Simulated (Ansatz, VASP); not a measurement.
**KBr: VASP beside Ansatz**

```
K Br
1.0
     0.00000    3.29250    3.29250
     3.29250    0.00000    3.29250
     3.29250    3.29250    0.00000
K Br
1 1
Direct
  0.04556 0.04556 0.95444
  0.50000 0.50000 0.50000
```

Change from the starting cell: all K atoms moved -0.300 Å, as atom 1 towards its neighbour atom 2 (Br) at 3.292 Å.

Alike in both runs: task single point; functional PBE; k mesh 6 × 6 × 6; occupations gaussian, width 0.05 eV; no spin polarisation.

|  | VASP | Ansatz |
| --- | --- | --- |
| version | VASP 6.6.1 | Ansatz 0.2.0 |
| potentials or method | VASP PAW PBE potentials, release 64 (K_sv, Br) | scalar-relativistic, plane waves, PAW |
| plane-wave cutoff (eV) | 520 | 420 |
| valence electrons in the cell | 16 | 16 |

Ansatz gave:

- gap on the k mesh at the Fermi level (eV): 4.48
- least direct gap on the mesh (eV): 4.48
- pressure (GPa): 1.4
- largest component of the traceless stress (GPa): 1.35
- rms of the force components (eV/Å): 0.281

Task: Which values does VASP return?

Result: gap on the k mesh at the Fermi level (eV): 4.48; least direct gap on the mesh (eV): 4.48; pressure (GPa): 1.4; largest component of the traceless stress (GPa): 1.37; rms of the force components (eV/Å): 0.285.

Atom by atom the forces differ by 0.004 eV/Å (rms over components). With one functional, cell and mesh, what is left measures potentials, basis and numerics.
